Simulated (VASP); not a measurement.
Computed with PBE GGA with D3 dispersion (zero damping), VASP's PBE PAW potentials (set 64) (plane waves; VASP 6.6.1).

The input files of a VASP run:

**INCAR**
```
NELM=100   # most electronic steps
GGA=PE
ENCUT=520
LASPH=.TRUE.   # aspherical one-centre terms
LWAVE=.FALSE.
LREAL=.FALSE.   # projection in real space or not
SIGMA=0.05
LMAXMIX=4
EDIFF=1E-7   # SCF stop (eV)
ALGO=Normal   # blocked Davidson
PREC=Accurate
ISMEAR=0   # Gaussian
LCHARG=.FALSE.
SYSTEM=CsBr
IVDW=11   # D3, zero damping
ISIF=2
```

POSCAR:
```
CsBr
1
    4.4761139397     0.0000000000     0.0000000000
    0.0000000000     4.4761139397     0.0000000000
    0.0000000000     0.0000000000     4.4761139397
Cs Br
1 1
Direct
  0.0000000000   0.0000000000   0.0000000000
  0.5000000000   0.5000000000   0.5000000000
```

**KPOINTS**
```
Automatic mesh
0
Gamma
6 6 6
0 0 0
```

POTCAR, in this order: Cs_sv Br (PBE.64 set). Program: vasp_std.

Output

**OUTCAR**
```
 ion  position               nearest neighbor table
   1  0.000  0.000  0.000-
   2  0.500  0.500  0.500-
  LATTYP: Found a simple cubic cell.
 ALAT       =     4.4761139397
 Subroutine PRICEL returns:
 Original cell was already a primitive cell.
 Subroutine GETGRP returns: Found 48 space group operations
The static configuration has the point symmetry O_h .
The dynamic configuration has the point symmetry O_h .
 Subroutine INISYM returns: Found 48 space group operations
 Subroutine IBZKPT returns following result:
 Found     20 irreducible k-points:

 Following reciprocal coordinates:
            Coordinates               Weight
  0.000000  0.000000  0.000000      1.000000
  0.166667  0.000000  0.000000      6.000000
  0.333333  0.000000  0.000000      6.000000
  0.500000  0.000000  0.000000      3.000000
  0.166667  0.166667  0.000000     12.000000
  0.333333  0.166667  0.000000     24.000000
  0.500000  0.166667  0.000000     12.000000
  0.333333  0.333333  0.000000     12.000000
  0.500000  0.333333  0.000000     12.000000
...
```

OSZICAR:
```
       N       E                     dE             d eps       ncg     rms          rms(c)
DAV:   1     0.973077247282E+02    0.97308E+02   -0.65216E+03   480   0.111E+03
DAV:   2     0.172291557457E+01   -0.95585E+02   -0.88251E+02   664   0.181E+02
DAV:   3    -0.623312821109E+01   -0.79560E+01   -0.79324E+01   580   0.600E+01
DAV:   4    -0.631853518353E+01   -0.85407E-01   -0.85368E-01   572   0.741E+00
DAV:   5    -0.631937579039E+01   -0.84061E-03   -0.84046E-03   596   0.715E-01    0.181E+00
DAV:   6    -0.605649004693E+01    0.26289E+00   -0.39194E-01   548   0.304E+00    0.110E+00
DAV:   7    -0.601154563901E+01    0.44944E-01   -0.19091E-01   576   0.217E+00    0.604E-01
DAV:   8    -0.601455650980E+01   -0.30109E-02   -0.15287E-02   548   0.856E-01    0.104E-01
DAV:   9    -0.601509303458E+01   -0.53652E-03   -0.30017E-03   576   0.321E-01    0.843E-02
DAV:  10    -0.601513725520E+01   -0.44221E-04   -0.21742E-04   540   0.116E-01    0.105E-02
DAV:  11    -0.601514236970E+01   -0.51145E-05   -0.38203E-05   588   0.364E-02    0.495E-03
DAV:  12    -0.601514255204E+01   -0.18234E-06   -0.87841E-06   556   0.180E-02    0.121E-03
DAV:  13    -0.601514256321E+01   -0.11169E-07   -0.19960E-07   552   0.351E-03
   1 F= -.65445580E+01 E0= -.65445580E+01  d E =-.426564E-13
```

OUTCAR:
```
------------------------ aborting loop because EDIFF is reached ----------------------------------------
 Edisp (eV)   -0.52942
  FORCE on cell =-STRESS in cart. coord.  units (eV):
  Direction    XX          YY          ZZ          XY          YZ          ZX
  --------------------------------------------------------------------------------------
  Total      -0.37116    -0.37116    -0.37116    -0.00000    -0.00000    -0.00000
  in kB      -6.63078    -6.63078    -6.63078    -0.00000    -0.00000    -0.00000
  external pressure =       -6.63 kB  Pullay stress =        0.00 kB
  volume of cell :       89.68
      direct lattice vectors                 reciprocal lattice vectors
     4.476113940  0.000000000  0.000000000     0.223408075  0.000000000  0.000000000
     0.000000000  4.476113940  0.000000000     0.000000000  0.223408075  0.000000000
     0.000000000  0.000000000  4.476113940     0.000000000  0.000000000  0.223408075
 POSITION                                       TOTAL-FORCE (eV/Angst)
 -----------------------------------------------------------------------------------
      0.00000      0.00000      0.00000         0.000000      0.000000      0.000000
      2.23806      2.23806      2.23806         0.000000      0.000000      0.000000
 -----------------------------------------------------------------------------------
    total drift:                                0.000000      0.000000      0.000000
  FREE ENERGIE OF THE ION-ELECTRON SYSTEM (eV)
  ---------------------------------------------------
  free  energy   TOTEN  =        -6.5445579875 eV

  energy  without entropy=       -6.5445579875  energy(sigma->0) =       -6.54455799
```
(Selected blocks of OUTCAR.)

The compound is CsBr in the CsCl type structure. This cell is one point of a volume scan, at 1.06 of the reference volume.
